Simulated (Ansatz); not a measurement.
Phases of Mn at 370 GPa

Structure types of Mn are relaxed in primitive cells with their symmetry kept at 370 GPa, first on PAW files, then by LAPW. The enthalpy is E + pV at zero temperature, without zero-point motion. Only the types listed were tried, and differences under about 5 meV/atom are mesh noise. Not among the end structures: fcc, bcc, which may lie lower.

All numbers are PBE results (scalar-relativistic) from Ansatz 0.2.0, with Fermi–Dirac smearing of 0.1 eV, spin-polarised from start moments Mn1 3, Mn2 3 μB. Methods: LAPW: all electrons, basis error target 0.5 meV/atom; PAW: frozen-core files, cutoff 420 eV.

k meshes: hcp 21×21×11, beta tin 21×21×21, sc 20×20×20, omega 11×11×15.

Antiferromagnetic order, which Cr and Mn prefer near zero pressure, wasn't tried. The start moments died away, and the runs ended non-magnetic.

Q: Which type is lowest in enthalpy, and by how much?

A: hcp, 93 meV/atom below omega. The whole table:

| start type | ends as | a, b, c (Å) | V (Å³/atom) | H − H(lowest), LAPW (meV/atom) | same, PAW | moment (μB/atom) |
| --- | --- | --- | --- | --- | --- | --- |
| hcp | hcp, P6_3/mmc | 2.119, 2.119, 3.410 | 6.63 | 0.0 | 0.0 | 0.00 |
| beta tin | beta tin, I4_1/amd | 3.719, 3.719, 1.970 | 6.81 | 1398.5 | 1398.8 | 0.00 |
| sc | sc, Pm-3m | 1.901, 1.901, 1.901 | 6.87 | 1940.4 | 1936.7 | 0.00 |
| omega | omega, P6/mmm | 3.338, 3.338, 2.064 | 6.64 | 93.3 | 92.5 | 0.00 |

Q: Split the lead of hcp over omega into energy and pV.

A: For omega less hcp: ΔE = +70.1 meV/atom, and p·ΔV = 370 GPa × +0.0101 Å³ × 6.242 meV/(GPa·Å³) = +23.3 meV/atom, together 93.4 meV/atom. hcp wins on both counts.
